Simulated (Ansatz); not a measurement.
TaN, DFT, PBEsol, all-electron LAPW, scalar-relativistic (Ansatz 0.2.0), run on 1 thread of Intel(R) Xeon(R) 6975P-C (Granite Rapids) on a shared host.

The cell is COD entry 2310957, as deposited and not checked against the literature; nothing was relaxed. The listed cell was then made from it by scaling, straining or moving an atom.

Command: `ansatz run input.yaml --threads 1 --pin off --max-ram 3072MiB --backend cpu --events-out ev --progress --plain --runs-dir out`

```yaml
crystal:
  lattice:
    - [0.0, 2.2076743409, 2.2076743409]
    - [2.2076743409, 0.0, 2.2076743409]
    - [2.2076743409, 2.2076743409, 0.0]
  atoms:
    - { symbol: Ta, position: [0.5, 0.5, 0.5] }
    - { symbol: "N", position: [0.0, 0.0, 0.0] }
kpoints:
  mp_grid: { grid: [9, 9, 9] }
  band_path:
    path:
      - [0.0, 0.0, 0.0]
      - [0.5, 0.0, 0.5]
      - [0.625, 0.25, 0.625]
      - [0.375, 0.375, 0.75]
      - [0.0, 0.0, 0.0]
      - [0.5, 0.5, 0.5]
      - [0.5, 0.25, 0.75]
      - [0.5, 0.0, 0.5]
    npoints: 5
scf:
  occupations: { method: fermi_dirac, width: 0.02 }
hamiltonian:
  xc: pbesol
  pseudopotentials: { kind: all_electron, lapw: { basis_error: 0.0005 } }
output:
  forces: true
  stress: true
  eigenvalues: true
```

Task: How large is the problem that the program sets up?

Result: 35 irreducible k-points, 339 plane waves at Γ, 30 bands.

Task: Estimate the wall time and the peak memory.

Result: 7.3 s of wall time for 8 SCF iterations, with a peak of 0.38 GiB. Times on shared machines scatter by tens of per cent.
